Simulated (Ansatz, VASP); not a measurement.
Two plane-wave programs on B

Contents of INCAR:

```
PREC = Accurate
ENCUT = 600
EDIFF = 1E-6
ISMEAR = 0
SIGMA = 0.1
LREAL = False
LASPH = True
NELM = 100
ALGO = Normal
ISIF = 3
LWAVE = False
LCHARG = False
GGA = PE
IBRION = 2
NSW = 90
EDIFFG = -0.04
```

The input KPOINTS:

```
Automatic mesh
0
Gamma
  6 6 6
```

The input POSCAR:

```
B
1.0
    3.2255776143      0.0000000000      0.0000000000
    0.6450396143      3.0068677493      0.0000000000
    0.1719104965      0.3018658311      2.8933181420
B
4
Direct
    0.6772983166      0.9316495970      0.3538882281
    0.5982731766      0.1085652957      0.9133949006
    0.0792751269      0.5059655214      0.7507551366
    0.4058014892      0.7397324008      0.2025179752
```

Input for Ansatz:

```yaml
crystal:
  lattice:
    - [3.2255776143, 0.0, 0.0]
    - [0.6450396143, 3.0068677493, 0.0]
    - [0.1719104965, 0.3018658311, 2.893318142]
  atoms:
    - { symbol: B, position: [0.6772983166, 0.931649597, 0.3538882281] }
    - { symbol: B, position: [0.5982731766, 0.1085652957, 0.9133949006] }
    - { symbol: B, position: [0.0792751269, 0.5059655214, 0.7507551366] }
    - { symbol: B, position: [0.4058014892, 0.7397324008, 0.2025179752] }
basis:
  ecutwfc: 420
kpoints:
  mp_grid: { grid: [6, 6, 6] }
hamiltonian:
  xc: pbe
scf:
  occupations: { method: gaussian, width: 0.1 }
  lower_state_search: "off"
output:
  forces: true
  stress: true
  eigenvalues: true
relax:
  adjacent_minimum: "off"
  f_tol: 0.04
  max_steps: 70
  cell: { stress_tol: 0.4 }
```

Alike in both runs: task relaxation of cell and atoms; functional PBE; k mesh 6 × 6 × 6; occupations gaussian, width 0.1 eV; no spin polarisation.

|  | VASP | Ansatz |
| --- | --- | --- |
| version | VASP 6.6.1 | Ansatz 0.2.0 |
| potentials or method | VASP PAW PBE potentials, release 64 (B) | scalar-relativistic, plane waves, PAW |
| plane-wave cutoff (eV) | 600 | 420 |
| valence electrons in the cell | 12 | 12 |

Ansatz gave:

- gap on the k mesh at the Fermi level, each at its own relaxed structure (eV): 0.13
- relaxed volume (Å³/atom): 6.74
- relaxed cell length with the largest relative difference (Å): 3.227
- energy change over the relaxation (meV/atom): -1833

Question: Which values does VASP return?

Answer: gap on the k mesh at the Fermi level, each at its own relaxed structure (eV): none; relaxed volume (Å³/atom): 7.60; relaxed cell length with the largest relative difference (Å): 4.123; energy change over the relaxation (meV/atom): -1812.

A gap of «none» marks a metal or a gap that the smearing closes. One of these differences is far larger than is usual between the two programs; its cause wasn't traced.

Caveats: the k mesh is coarse (spacing up to 0.36 Å⁻¹), so the values aren't converged.
